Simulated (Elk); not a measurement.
**HfO2: optical spectrum from first principles**

Aim: the dielectric function of HfO2, and the optical constants that follow from it.

Main program and level: Elk 11.2.3 (patched build); DFT, PBE, all-electron APW+lo, Dirac cores, scalar-relativistic bands, independent-particle optical response without local fields.

**1. Set-up**

Symmetry: Fm-3m, No. 225, cubic system. Conventional cell: a = 5.115 Å, b = 5.115 Å, c = 5.115 Å, α = 90.00°, β = 90.00°, γ = 90.00°. Nearest to Hf lie 8 O at 2.21 Å. Nearest to O lie 4 Hf at 2.21 Å. Farther neighbours and most contacts between anions are not listed.

**2. Ground state**

First the ground state: is it a metal or has it a gap?

This step: DFT, PBE, all-electron APW+lo, Dirac cores, scalar-relativistic bands, ground state (Elk 11.2.3 (patched build)).

The input, elk.in:

```
tasks
  0
  120

xctype
  20

nempty
  10

lorbcnd
  .true.

rgkmax
  7.0

swidth
  0.0018375

maxscl
  100

epsengy
  1e-05

sppath
  './'

avec
  0.000000000000 4.832974563730 4.832974563730
  4.832974563730 0.000000000000 4.832974563730
  4.832974563730 4.832974563730 0.000000000000

atoms
  2
  'Hf.in'
  1
  0.000000000000 0.000000000000 0.000000000000   0.000 0.000 0.000
  'O.in'
  2
  0.750000000000 0.750000000000 0.750000000000   0.000 0.000 0.000
  0.250000000000 0.250000000000 0.250000000000   0.000 0.000 0.000

ngridk
  10 10 10
```

Launch:

```sh
> OMP_NUM_THREADS=4 elk
```

Numbers of over 12 decimals in the logs are rounded to 6 here.

The program printed:

```text
┌─────────────────────────┐
│ Elk code version 11.2.3 │
└─────────────────────────┘

All units are atomic (Hartree, Bohr, etc.)

┌─────────────────────────────────────────────────┐
│ Ground-state run starting from atomic densities │
└─────────────────────────────────────────────────┘

Lattice vectors :
   0.000000000       4.832974564       4.832974564
   4.832974564       0.000000000       4.832974564
   4.832974564       4.832974564       0.000000000

Reciprocal lattice vectors :
 -0.6500329377      0.6500329377      0.6500329377
  0.6500329377     -0.6500329377      0.6500329377
  0.6500329377      0.6500329377     -0.6500329377

Unit cell volume      :    225.7737903
Brillouin zone volume :    1.098667003

Muffin-tin inner radius fraction :   0.1000000000E-01

Nuclei treated as point charges

Species : 1 (Hf)
 parameters loaded from : Hf.in
 name : hafnium
 nuclear charge    :   -72.00000000
 electronic charge :    72.00000000
 atomic mass :    325367.3659
 muffin-tin radius :    2.517247934
 number of radial points in muffin-tin :   1393
 inner part over the whole radius :   0.9895684307E-02
 number on inner part of muffin-tin    :    996
 approximate nuclear radius :   0.1000320365E-03
 number of mesh points to nuclear radius :    521
 atomic positions (lattice), magnetic fields (Cartesian) :
  1 :   0.00000000  0.00000000  0.00000000    0.00000000  0.00000000  0.00000000

Species : 2 (O)
 parameters loaded from : O.in
 name : oxygen
 nuclear charge    :   -8.000000000
 electronic charge :    8.000000000
 atomic mass :    29165.12205
 muffin-tin radius :    1.618230814
 number of radial points in muffin-tin :    593
 inner part over the whole radius :   0.9798373161E-02
 number on inner part of muffin-tin    :    406
 approximate nuclear radius :   0.5115538663E-04
 number of mesh points to nuclear radius :    174
 atomic positions (lattice), magnetic fields (Cartesian) :
  1 :  -0.25000000 -0.25000000 -0.25000000    0.00000000  0.00000000  0.00000000
  2 :   0.25000000  0.25000000  0.25000000    0.00000000  0.00000000  0.00000000

Total number of atoms per unit cell :    3
Total muffin-tin volume :    102.3148164
 ratio of muffin-tin to unit cell volume :   0.4531740213

Spin treatment :
 spin-unpolarised

Number of Bravais lattice symmetries :   48
Number of crystal symmetries         :   48
Crystal has inversion symmetry
Real symmetric eigensolver will be used

k-point grid :     10    10    10
k-point offset :    0.000000000       0.000000000       0.000000000
k-point set is reduced with full crystal symmetry group
Total number of k-points :       47

Muffin-tin radius times maximum |G+k| :    7.000000000
 using average radius
Maximum |G+k| for APW functions       :    3.649819264
Maximum (1/2)|G+k|²                   :    6.660590330
Maximum |G| for potential and density :    12.00000000
Constant for pseudocharge density :    8
 order of it for each species :   15  15
 order of it for pair densities of each species (exact exchange by exxq0 0: 15) :   15   5
Radial integration step length :    1

G-vector grid sizes :     27    27    27
Number of G-vectors :     6615

Maximum angular momentum used for
 APW functions            :    8
 outer part of muffin-tin :    6
 inner part of muffin-tin :    2

Total nuclear charge    :   -88.00000000
Total core charge       :    50.00000000
Total valence charge    :    38.00000000
Total excess charge     :    0.000000000
Total electronic charge :    88.00000000

Effective Wigner radius, rₛ :   0.8492471162

Number of empty states         :     30
Total number of valence states :     50
Total number of core states    :     50

Conduction state local-orbitals added automatically
Third-order local-orbitals added for an l without core states : F
Total number of local-orbitals :    184

Exchange-correlation functional :     20     0     0
 Perdew-Burke-Ernzerhof, Phys. Rev. Lett. 77, 3865 (1996)
 gradient requirement :    1
 generalised gradient approximation (GGA)

Smearing type :    3
 Fermi-Dirac
Smearing width :   0.1837500000E-02
Effective electronic temperature (K) :    580.2366081

Mixing type :    3
 Broyden mixing, J. Phys. A: Math. Gen. 17, L317 (1984)

Kohn-Sham potential initialised from atomic data

┌──────────────────────────────┐
│ Self-consistent loop started │
└──────────────────────────────┘

┌─────────────────┐
│ Loop number : 1 │
└─────────────────┘

Energies :
 Fermi                       :     0.62373316802398E-01
 sum of occupied eigenvalues :     -9314.6287603652
 electron kinetic            :      17037.841489926
 core electron kinetic       :      16466.764625720
 Coulomb                     :     -31959.377202901
 Coulomb potential           :     -25929.873563903
 nuclear-nuclear             :     -1362.6147652739
 electron-nuclear            :     -35288.676336864
 Hartree                     :      4691.9138992371
 Madelung                    :     -18994.440420950
 xc potential                :     -422.59668638860
 exchange                    :     -322.55567478931
 correlation                 :     -4.871704
 electron entropic           :    -0.39697754281185E-11
 total energy                :     -15248.963091314

Density of states at Fermi energy :   0.5440032398E-07
 (states/Hartree/unit cell)

Estimated indirect band gap :   0.2591109387
 from k-point 31 to k-point 31
Estimated direct band gap   :   0.2591109387
 at k-point 31

Charges :
 core                        :    50.00000000
 valence                     :    38.00000000
 interstitial                :    3.349369767
 muffin-tins (core leakage)
  species : 1 (Hf)
   atom 1                    :    69.01410985     (  0.2765574628E-05)
  species : 2 (O)
   atom 1                    :    7.818260190     ( -0.1858942755E-06)
   atom 2                    :    7.818260190     ( -0.1858942755E-06)
 total in muffin-tins        :    84.65063023
 total calculated charge     :    87.99915950
 total charge                :    88.00000000
 error                       :   0.8405019209E-03

┌─────────────────┐
│ Loop number : 2 │
└─────────────────┘

Energies :
 Fermi                       :     0.66564966867506E-01
 sum of occupied eigenvalues :     -9314.6701058895
 electron kinetic            :      17037.675403659
 core electron kinetic       :      16466.571638918
 Coulomb                     :     -31959.503944242
 Coulomb potential           :     -25929.598526848
 nuclear-nuclear             :     -1362.6147652739
 electron-nuclear            :     -35289.200623095
 Hartree                     :      4692.3114441267
 Madelung                    :     -18994.704680818
 xc potential                :     -422.74698270081
 exchange                    :     -322.54949655605
 correlation                 :     -4.872132
 electron entropic           :    -0.39661990782741E-11
 total energy                :     -15249.250168731

Density of states at Fermi energy :   0.5439705481E-07
 (states/Hartree/unit cell)

Estimated indirect band gap :   0.2561947886
 from k-point 31 to k-point 31
Estimated direct band gap   :   0.2561947886
 at k-point 31

Charges :
 core                        :    50.00000000
 valence                     :    38.00000000
 interstitial                :    3.361563105
 muffin-tins (core leakage)
  species : 1 (Hf)
   atom 1                    :    69.02633315     (  0.2759025698E-05)
  species : 2 (O)
   atom 1                    :    7.806051870     ( -0.1857449039E-06)
   atom 2                    :    7.806051870     ( -0.1857449039E-06)
 total in muffin-tins        :    84.63843689
 total calculated charge     :    87.99916400
 total charge                :    88.00000000
 error                       :   0.8359974114E-03

RMS change in Kohn-Sham potential (target) :    1.260056937     (  0.1000000000E-05)
Absolute change in total energy (target)   :   0.2870774162     (  0.1000000000E-04)

[... 16 loops left out ...]

┌──────────────────┐
│ Loop number : 19 │
└──────────────────┘

Energies :
 Fermi                       :     0.328626
 sum of occupied eigenvalues :     -9306.3243161467
 electron kinetic            :      17039.405562970
 core electron kinetic       :      16466.245395922
 Coulomb                     :     -31960.872711513
 Coulomb potential           :     -25918.175010059
 nuclear-nuclear             :     -1362.6147652739
 electron-nuclear            :     -35303.299497557
 Hartree                     :      4705.0415513183
 Madelung                    :     -19001.785206483
 xc potential                :     -427.55486905680
 exchange                    :     -322.21221182849
 correlation                 :     -4.890378
 electron entropic           :    -0.38440100098470E-11
 total energy                :     -15248.569738485

Density of states at Fermi energy :   0.5439620621E-07
 (states/Hartree/unit cell)

Estimated indirect band gap :   0.1378384153
 from k-point 31 to k-point 31
Estimated direct band gap   :   0.1378384153
 at k-point 31

Charges :
 core                        :    50.00000000
 valence                     :    38.00000000
 interstitial                :    3.770594252
 muffin-tins (core leakage)
  species : 1 (Hf)
   atom 1                    :    69.63495269     (  0.2578354668E-05)
  species : 2 (O)
   atom 1                    :    7.297226529     ( -0.1823540221E-06)
   atom 2                    :    7.297226529     ( -0.1823540221E-06)
 total in muffin-tins        :    84.22940575
 total calculated charge     :    87.99934011
 total charge                :    88.00000000
 error                       :   0.6598906511E-03

RMS change in Kohn-Sham potential (target) :   0.4381121332E-08 (  0.1000000000E-05)
Absolute change in total energy (target)   :   0.2749697160E-05 (  0.1000000000E-04)

Convergence targets achieved

┌──────────────────┐
│ Loop number : 20 │
└──────────────────┘

Energies :
 Fermi                       :     0.328626
 sum of occupied eigenvalues :     -9306.3243160383
 electron kinetic            :      17039.405563029
 core electron kinetic       :      16466.245395926
 Coulomb                     :     -31960.872711469
 Coulomb potential           :     -25918.175010009
 nuclear-nuclear             :     -1362.6147652739
 electron-nuclear            :     -35303.299497513
 Hartree                     :      4705.0415513178
 Madelung                    :     -19001.785206465
 xc potential                :     -427.55486905787
 exchange                    :     -322.21221182936
 correlation                 :     -4.890378
 electron entropic           :    -0.38440100098470E-11
 total energy                :     -15248.569738383

Density of states at Fermi energy :   0.5439620622E-07
 (states/Hartree/unit cell)

Estimated indirect band gap :   0.1378384154
 from k-point 31 to k-point 31
Estimated direct band gap   :   0.1378384154
 at k-point 31

Charges :
 core                        :    50.00000000
 valence                     :    38.00000000
 interstitial                :    3.770594248
 muffin-tins (core leakage)
  species : 1 (Hf)
   atom 1                    :    69.63495269     (  0.2578354703E-05)
  species : 2 (O)
   atom 1                    :    7.297226531     ( -0.1823539439E-06)
   atom 2                    :    7.297226531     ( -0.1823539439E-06)
 total in muffin-tins        :    84.22940575
 total calculated charge     :    87.99934011
 total charge                :    88.00000000
 error                       :   0.6598906573E-03

┌──────────────────────────────┐
│ Self-consistent loop stopped │
└──────────────────────────────┘

Wrote STATE.OUT
```

The job ended after 20 s (4 threads of Arm Neoverse V1, shared host; peak memory 0.12 GiB).

This step gave:

| Item | Value |
| --- | --- |
| total energy | -15249 Ha |
| Fermi energy | 8.942 eV |
| DOS at the Fermi level | 2.00e-9 states/eV/cell |
| gap on the k-mesh | 3.751 eV |
| direct gap on the mesh | 3.751 eV |

There is a gap, 3.75 eV on this mesh (points off the mesh can give less), so no carriers' term is needed.

**3. Independent particles**

With the density converged, the vertical transitions are summed over the zone.

This step: DFT, PBE, all-electron APW+lo, Dirac cores, scalar-relativistic bands, independent-particle optical response without local fields (Elk 11.2.3 (patched build)).

elk.in: that of step 2 with these lines changed.

```diff
@@ -1,4 +1,6 @@
 tasks
-  0
-  120
+  121
+
+optcomp
+  1 1
 
@@ -17,9 +19,7 @@
 swidth
-  0.0018375
+  0.0055124
 
-maxscl
-  100
-
-epsengy
-  1e-05
+wplot
+  400 100 0
+  0.0 0.51449
```

Launch:

```sh
> OMP_NUM_THREADS=4 elk
```

The program printed:

```text
┌─────────────────────────────────┐
│ Elk code version 11.2.3 started │
└─────────────────────────────────┘

Info(readinput): the functional depends on the density's gradient
 muffin-tin radial points multiplied by    2.00000
 (not where nrmtscf is given)

┌────────────────────┐
│ Current task : 121 │
└────────────────────┘
Info(checkmt): changed muffin-tin radius of species 1 (Hf) from   2.8000 to   2.5172
Info(checkmt): changed muffin-tin radius of species 2 (O) from   1.8000 to   1.6182

Info(dielectric):
 dielectric tensor written to EPSILON_ij.OUT
 optical conductivity written to SIGMA_ij.OUT
 for components
  i = 1, j = 1

┌──────────────────┐
│ Elk code stopped │
└──────────────────┘
```

Wall time 2.6 s (4 threads); peak memory 0.03 GiB; 10 s of CPU time.

Read-outs, printed or worked out from the files:

```
electronic dielectric constant ε∞, mean over x, y and z (by symmetry where fewer were run) : 5.333
main peak of Im epsilon, first axis                                                        : 8.463 eV
```

The Im ε, E ∥ x has structure finer than the step of the table below, so its rows give means over 0.5 eV, whole bins alone (the curve runs from 0 to 14.0 eV). Peaks (eV: height): 7.77: 9.80, 8.47: 9.90.

Values under the direct gap are tails of Lorentzian lines. Table of Im ε, E ∥ x by photon energy; means over each step:

```tsv
photon energy (eV)	Im ε, E ∥ x
0.5	0.0103
1.0	0.0213
1.5	0.0339
2.0	0.0498
2.5	0.0712
3.0	0.104
3.5	0.163
4.0	0.326
4.5	1.29
5.0	3.35
5.5	3.50
6.0	3.87
6.5	4.85
7.0	6.09
7.5	7.56
8.0	8.58
8.5	9.12
9.0	9.19
9.5	6.78
10.0	4.80
10.5	3.81
11.0	3.71
11.5	3.69
12.0	2.58
12.5	1.80
13.0	1.28
13.5	1.35
```

Re ε, E ∥ x against photon energy:

```tsv
photon energy (eV)	Re ε, E ∥ x
0.0	5.33
0.5	5.35
1.0	5.40
1.5	5.49
2.0	5.63
2.5	5.83
3.0	6.11
3.5	6.53
4.0	7.24
4.5	8.50
5.0	8.11
5.5	7.10
6.0	7.41
6.5	7.72
7.0	6.39
7.5	7.15
8.0	3.45
8.5	2.50
9.0	0.228
9.5	-1.76
10.0	-1.88
10.5	-0.893
11.0	-1.04
11.5	-1.10
12.0	-1.63
12.5	-1.10
13.0	-0.621
13.5	0.0762
```

The loss function −Im 1/ε at q → 0, E ∥ x has structure finer than the step of the table below, so its rows give means over 0.5 eV, whole bins alone (the curve runs from 0 to 14.0 eV). Peaks (eV: height): 13.30: 0.833.

Values under the direct gap are tails of Lorentzian lines. Loss function −Im 1/ε at q → 0, E ∥ x against energy loss; means over each step:

```tsv
energy loss (eV)	loss function −Im 1/ε at q → 0, E ∥ x
0.5	3.6e-4
1.0	7.3e-4
1.5	0.00112
2.0	0.00157
2.5	0.00209
3.0	0.00276
3.5	0.00378
4.0	0.00605
4.5	0.0172
5.0	0.0439
5.5	0.0556
6.0	0.0555
6.5	0.0596
7.0	0.0735
7.5	0.0710
8.0	0.0962
8.5	0.0984
9.0	0.107
9.5	0.139
10.0	0.184
10.5	0.246
11.0	0.257
11.5	0.246
12.0	0.284
12.5	0.406
13.0	0.649
13.5	0.742
```

The refractive index n and extinction k by photon energy:

```tsv
photon energy (eV)	n	k
0.0	2.31	0
0.5	2.31	0.00221
1.0	2.32	0.00456
1.5	2.34	0.00722
2.0	2.37	0.0104
2.5	2.41	0.0147
3.0	2.47	0.0208
3.5	2.56	0.0313
4.0	2.69	0.0566
4.5	2.92	0.210
5.0	2.92	0.631
5.5	2.74	0.634
6.0	2.81	0.678
6.5	2.89	0.814
7.0	2.76	1.11
7.5	2.95	1.24
8.0	2.50	1.67
8.5	2.51	1.95
9.0	2.20	2.15
9.5	1.67	2.13
10.0	1.28	1.87
10.5	1.23	1.55
11.0	1.18	1.56
11.5	1.20	1.60
12.0	0.831	1.52
12.5	0.715	1.27
13.0	0.617	1.00
13.5	0.863	0.818
```

Table of reflectivity at normal incidence, E ∥ x by photon energy; read off at these points:

photon energy (eV), reflectivity at normal incidence, E ∥ x (%) and a bar from the least value:
```
     0.00       15.7 
     0.50       15.7 
     1.00       15.9 
     1.50       16.1 #
     2.00       16.6 #
     2.50       17.2 ##
     3.00       18.0 ##
     3.50       19.2 ####
     4.00       21.0 ######
     4.50       24.2 #########
     5.00       25.9 ###########
     5.50       23.8 #########
     6.00       24.9 ##########
     6.50       26.9 ############
     7.00       28.1 #############
     7.50       31.2 #################
     7.80       35.9 ######################
     8.00       33.4 ###################
     8.50       37.7 ########################
     9.00       40.8 ###########################
     9.17       43.7 ##############################
     9.50       42.8 #############################
     9.59       43.6 ##############################
    10.00       41.2 ###########################
    10.50       33.3 ###################
    11.00       34.2 ####################
    11.50       35.0 #####################
    11.90       41.4 ############################
    12.00       41.4 ############################
    12.50       37.2 #######################
    13.00       31.7 #################
    13.50       16.6 #
```

From ε follow the optical constants at some laser and lamp lines:

```tsv
wavelength (nm)	n	k	R (%)	1/α
1550	2.32	0.004	15.8	34 µm
1064	2.33	0.005	15.9	16 µm
532	2.40	0.013	16.9	3.2 µm
450	2.44	0.017	17.5	2.1 µm
405	2.48	0.022	18.1	1.5 µm
308	2.70	0.059	21.1	416 nm
248	2.92	0.631	25.9	31 nm
```

Below the direct gap, k and the depth come from the tails of the Lorentzian lines, not from transitions.

Rows near the edge hang on the gap, which this functional as a rule makes too small, and phonon-assisted absorption is left out.

**4. What came out**

```
electronic dielectric constant ε∞, mean over x, y and z (by symmetry where fewer were run) (independent particles) : 5.33
main peak of Im epsilon, first axis                                                                                : 8.46 eV
```

At this level (PBE, independent particles) HfO2 has ε∞ = 5.33 and n = 2.32 at 1550 nm, and Im ε peaks at 8.5 eV. On the mesh the gap is 3.75 eV and the least direct gap 3.75 eV. Distinct maxima of Im ε, read by a parabola through the highest points, lie at 6.89 eV (6.4), 7.78 eV (9.8), 8.46 eV (9.9) and 8.88 eV (9.6). Excitons and phonon-assisted transitions are missing, and so are local fields; PBE gaps are as a rule too small, which pulls the onset down and ε∞ up. Spin-orbit coupling is left out although heavy atoms are present. The sum runs over mesh points, so small or evenly spaced maxima can still be ripples of the mesh.

[Machine, clock and banner lines and Python warnings are left out of the logs.]

[Logs are printed without paths, hosts, clocks, repeated set-up lines and the standing remarks that a program may print on its own settings, such as how far it seeks lower states.]

[Hosts, paths, dates, database ids (printed as entryN), source tags and the programs' standing remarks are cut or masked in the printed files.]
